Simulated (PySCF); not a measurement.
## C5H5N: calculation against experiment

**The experiment to reproduce.**

NIST CCCBDB Release 22 (SRD 101), experimental dipoles lists, for the gas: dipole moment (microwave Stark effect) 2.19 D.

How close the calculation comes is told at the end.

Species: C5H5N.
Numbering: `[cH:1]1[cH:2][cH:3][n:4][cH:5][cH:6]1` (hydrogens: H7 on C1; H8 on C2; H9 on C3; H10 on C5; H11 on C6)

Structure used (PBE0-D3(BJ)/def2-SVP), in Å, numbered top down from 1:
```xyz
11
C5H5N angstrom
C     -0.3999    1.1240    0.0235
C     -1.1371    0.0936    0.6016
C     -0.6228   -1.2022    0.5451
N      0.5369   -1.5080   -0.0310
C      1.2347   -0.5173   -0.5806
C      0.8145    0.8131   -0.5830
H     -0.7664    2.1535    0.0450
H     -2.0952    0.2862    1.0892
H     -1.1795   -2.0343    0.9922
H      2.1857   -0.7939   -1.0510
H      1.4291    1.5853   -1.0510
```

Runs made with PySCF (gas phase, on this PBE0-D3(BJ)/def2-SVP geometry; no spin–orbit coupling):

```
                             level                                                                           job  basis functions
PBE0-D3(BJ)/def2-SVP, grid level 1                                   geometry optimisation from an MMFF94s start              109
                     PBE0/pcSseg-1               shieldings, ring-centre shieldings, charges and field gradients              127
                       B3LYP/pcJ-1  spin–spin couplings from 11 perturbed nuclei, spin–dipole term for 1 of them              212
```

## Comparison

**Dipole moment.** Measured: 2.19 D (NIST CCCBDB Release 22 (SRD 101), experimental dipoles).

| level | computed (D) | computed − measured (D) | % (from the printed values) |
| --- | --- | --- | --- |
| PBE0-D3(BJ)/def2-SVP | 2.17 | -0.02 | -1 |
| PBE0/pcSseg-1 | 2.25 | +0.06 | +3 |
| B3LYP/pcJ-1 | 2.24 | +0.05 | +2 |

Closest is PBE0-D3(BJ)/def2-SVP (-0.02 D), furthest PBE0/pcSseg-1 (+0.06 D); one molecule doesn't rank methods. The computed dipoles belong to one fixed geometry; measured ones are averaged over vibrations unless marked μe. Magnitudes are compared, not signs.

No measured geometry was used, and the causes of the misses weren't examined.
